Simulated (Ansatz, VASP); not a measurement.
**One calculation of Cu, two programs**

```
CELL_PARAMETERS angstrom
0.00000 1.80750 1.77135
1.80750 0.00000 1.77135
1.80750 1.80750 0.00000
ATOMIC_POSITIONS crystal
Cu 0.00000 0.00000 0.00000
```

Change from the starting cell: zz strain of -2 %.

Alike in both runs: task single point; functional PBEsol; k mesh 19 × 19 × 19; occupations fermi-dirac, width 0.08 eV; no spin polarisation.

```csv
,VASP,Ansatz
version,VASP 6.6.1,Ansatz 0.2.0
potentials or method,"VASP PAW PBE potentials, release 64 (Cu), cutoff 520 eV","all-electron LAPW, scalar-relativistic"
```

Ansatz gave:

| Item | Value |
| --- | --- |
| pressure (GPa) | -3.7 |
| largest component of the traceless stress (GPa) | 0.59 |

Which values does VASP return?

Pressure (GPa): -3.0; largest component of the traceless stress (GPa): 0.58.

Ansatz ran all-electron here, so the differences hold the error of VASP's frozen core and of both bases.

Caveats: the PAW data sets were made with another functional, which shifts forces and pressure a little (VASP).
